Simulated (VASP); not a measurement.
Level of theory: PBE GGA, VASP's PBE PAW potentials (set 64) (plane waves; VASP).

A VASP calculation is set up with these files.

INCAR:
```
ALGO = Normal
EDIFF = 1E-6
ENCUT = 400
GGA = PE
ISIF = 2
ISMEAR = 0
LASPH = .True.
LCHARG = .False.
LMAXMIX = 4
LREAL = Auto
LWAVE = .False.
NELM = 100
PREC = Accurate
SIGMA = 0.01
SYSTEM = ZrO2
```

### POSCAR
```
ZrO2
1
    7.3119460000     0.0000000000     0.0000000000
    0.0000000000     7.3119460000     0.0000000000
    0.0000000000     0.0000000000     5.3061500000
Zr O
8 16
Direct
  0.0000000000   0.0000000000   0.0000000000
  0.0000000000   0.5000000000   0.0000000000
  0.5000000000   0.0000000000   0.0000000000
  0.5000000000   0.5000000000   0.0000000000
  0.2500000000   0.2500000000   0.5000000000
  0.2500000000   0.7500000000   0.5000000000
  0.7500000000   0.2500000000   0.5000000000
  0.7500000000   0.7500000000   0.5000000000
  0.0000000000   0.2500000000   0.3017700000
  0.0000000000   0.7500000000   0.3017700000
  0.5000000000   0.2500000000   0.3017700000
  0.5000000000   0.7500000000   0.3017700000
  0.0000000000   0.2500000000   0.8017700000
  0.0000000000   0.7500000000   0.8017700000
  0.5000000000   0.2500000000   0.8017700000
  0.5000000000   0.7500000000   0.8017700000
  0.2500000000   0.0000000000   0.1982300000
  0.2500000000   0.5000000000   0.1982300000
  0.7500000000   0.0000000000   0.1982300000
  0.7500000000   0.5000000000   0.1982300000
  0.2500000000   0.0000000000   0.6982300000
  0.2500000000   0.5000000000   0.6982300000
  0.7500000000   0.0000000000   0.6982300000
  0.7500000000   0.5000000000   0.6982300000
```

KPOINTS:
```
Automatic mesh
0
Gamma
1 1 1
0 0 0
```

POTCAR, in this order: Zr_sv O (PBE.64 set). Program: vasp_std.

The run wrote:

OSZICAR:
```
       N       E                     dE             d eps       ncg     rms          rms(c)
DAV:   1     0.164854522022E+04    0.16485E+04   -0.94363E+04   230   0.140E+03
DAV:   2    -0.125510180740E+03   -0.17741E+04   -0.17118E+04   281   0.427E+02
DAV:   3    -0.266898011612E+03   -0.14139E+03   -0.14073E+03   316   0.116E+02
DAV:   4    -0.276127130724E+03   -0.92291E+01   -0.92207E+01   356   0.242E+01
DAV:   5    -0.277020213156E+03   -0.89308E+00   -0.89301E+00   324   0.497E+00    0.676E+01
DAV:   6    -0.226437310131E+03    0.50583E+02   -0.28421E+02   268   0.508E+01    0.274E+01
DAV:   7    -0.226526252636E+03   -0.88943E-01   -0.17687E+01   324   0.119E+01    0.151E+01
DAV:   8    -0.226406757001E+03    0.11950E+00   -0.13290E+00   268   0.435E+00    0.165E+00
DAV:   9    -0.226416706046E+03   -0.99490E-02   -0.22293E-01   297   0.118E+00    0.968E-01
DAV:  10    -0.226425176582E+03   -0.84705E-02   -0.76860E-02   292   0.986E-01    0.528E-01
DAV:  11    -0.226423737720E+03    0.14389E-02   -0.18410E-02   270   0.417E-01    0.196E-01
DAV:  12    -0.226423751761E+03   -0.14041E-04   -0.16751E-03   316   0.124E-01    0.746E-02
DAV:  13    -0.226423762547E+03   -0.10786E-04   -0.10083E-04   289   0.352E-02    0.867E-03
DAV:  14    -0.226423768040E+03   -0.54928E-05   -0.13928E-05   292   0.111E-02    0.840E-03
DAV:  15    -0.226423767721E+03    0.31875E-06   -0.16440E-06   180   0.392E-03
   1 F= -.22642377E+03 E0= -.22642377E+03  d E =-.305745E-57
```

File OUTCAR:
```
------------------------ aborting loop because EDIFF is reached ----------------------------------------
  FORCE on cell =-STRESS in cart. coord.  units (eV):
  Direction    XX          YY          ZZ          XY          YZ          ZX
  --------------------------------------------------------------------------------------
  Total      -23.3436788    -23.3436788     -6.4710706      0.0000000      0.0000000     -0.0000000
  in kB     -131.8361185   -131.8361185    -36.5461173      0.0000000      0.0000000     -0.0000000
  external PRESSURE =    -100.0727848 kB  Pullay stress =       0.0000000 kB
  volume of cell :      283.69
      direct lattice vectors                 reciprocal lattice vectors
     7.311946000  0.000000000  0.000000000     0.136762498  0.000000000  0.000000000
     0.000000000  7.311946000  0.000000000     0.000000000  0.136762498  0.000000000
     0.000000000  0.000000000  5.306150000     0.000000000  0.000000000  0.188460560
 POSITION                                       TOTAL-FORCE (eV/Angst)
 -----------------------------------------------------------------------------------
      0.00000      0.00000      0.00000        -0.000000     -0.000000      0.000000
      0.00000      3.65597      0.00000        -0.000000     -0.000000      0.000000
      3.65597      0.00000      0.00000        -0.000000     -0.000000      0.000000
      3.65597      3.65597      0.00000        -0.000000     -0.000000      0.000000
      1.82799      1.82799      2.65307         0.000000      0.000000     -0.000000
      1.82799      5.48396      2.65307         0.000000      0.000000     -0.000000
      5.48396      1.82799      2.65307         0.000000     -0.000000     -0.000000
      5.48396      5.48396      2.65307         0.000000      0.000000     -0.000000
      0.00000      1.82799      1.60124        -0.000000      0.000000      0.327698
      0.00000      5.48396      1.60124        -0.000000     -0.000000      0.327698
      3.65597      1.82799      1.60124        -0.000000      0.000000      0.327698
      3.65597      5.48396      1.60124         0.000000      0.000000      0.327698
      0.00000      1.82799      4.25431        -0.000000     -0.000000      0.327698
      0.00000      5.48396      4.25431        -0.000000      0.000000      0.327698
      3.65597      1.82799      4.25431        -0.000000      0.000000      0.327698
      3.65597      5.48396      4.25431        -0.000000     -0.000000      0.327698
      1.82799      0.00000      1.05184         0.000000     -0.000000     -0.327698
      1.82799      3.65597      1.05184         0.000000      0.000000     -0.327698
      5.48396      0.00000      1.05184         0.000000     -0.000000     -0.327698
      5.48396      3.65597      1.05184         0.000000     -0.000000     -0.327698
      1.82799      0.00000      3.70491         0.000000     -0.000000     -0.327698
      1.82799      3.65597      3.70491         0.000000      0.000000     -0.327698
      5.48396      0.00000      3.70491         0.000000     -0.000000     -0.327698
      5.48396      3.65597      3.70491         0.000000      0.000000     -0.327698
 -----------------------------------------------------------------------------------
    total drift:                                0.000000      0.000000      0.000000
  FREE ENERGIE OF THE ION-ELECTRON SYSTEM (eV)
  ---------------------------------------------------
  free  energy   TOTEN  =      -226.4237677211 eV

  energy  without entropy=     -226.4237677211  energy(sigma->0) =     -226.42376772
```
(Selected blocks of OUTCAR.)

At this cut-off the stress carries a Pulay error, which pulls relaxed volumes low.

The structure comes from a computed database's ZrO2 entry; how it stands against other phases isn't given here. The cell was not relaxed at this level. The k-mesh is coarse (spacing up to 1.18 per Å, 2π included), so the numbers may not be converged in it. The run is one of a series of settings (LREAL = Auto, KPOINTS 1×1×1 Γ-centred mesh against the base run), some of them coarse on purpose.
